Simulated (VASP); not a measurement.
**ZrB2: single point with LDA**

The system is ZrB2.

```
CELL_PARAMETERS angstrom
3.17000 0.00000 0.00000
-1.58500 2.74530 0.00000
0.00000 0.00000 3.53300
ATOMIC_POSITIONS crystal
Zr 0.00000 0.00000 0.00000
B 0.66667 0.33333 0.50000
B 0.33333 0.66667 0.50000
```

```yaml
Program: VASP 6.6.1
Task: single point
Functional: LDA
Potentials_or_basis: VASP PAW LDA potentials, release 64 (Zr_sv, B)
Cutoff: 520 eV
k_mesh: 10 × 10 × 8
Occupations: gaussian, width 0.1 eV
Spin: no spin polarisation
Further_INCAR_settings: ALGO = Normal; EDIFF = 1e-06
```

The pressure is -8.3 GPa and the band gap on the k mesh is none (metal or under the smearing width).

Stress tensor (GPa, compression positive):
```
-8.65  0.00  0.00
 0.00 -8.65  0.00
 0.00  0.00 -7.68
```

Levels at points of the mesh, in eV from the Fermi level:
| k point | band 5 | band 6 | band 7 | band 8 | band 9 | band 10 | band 11 | band 12 | band 13 |
| --- | --- | --- | --- | --- | --- | --- | --- | --- | --- |
| (0.00, 0.00, 0.00) | -12.46 | -2.52 | -2.52 | -2.49 | -2.19 | 3.47 | 3.47 | 4.24 | 4.24 |
| (0.50, 0.00, 0.00) | -8.76 | -8.22 | -3.78 | -2.92 | -2.58 | 2.35 | 2.39 | 5.01 | 5.10 |
| (0.00, 0.00, 0.50) | -10.39 | -6.81 | -0.85 | -0.85 | 0.42 | 0.42 | 0.86 | 0.86 | 1.90 |
| (0.50, 0.00, 0.50) | -9.68 | -6.77 | -4.49 | -4.01 | -1.84 | 3.81 | 4.29 | 5.38 | 6.36 |

It took 9.6 s on 1 thread of Intel(R) Xeon(R) 6975P-C (Granite Rapids) (shared host), peak memory 0.14 GiB.
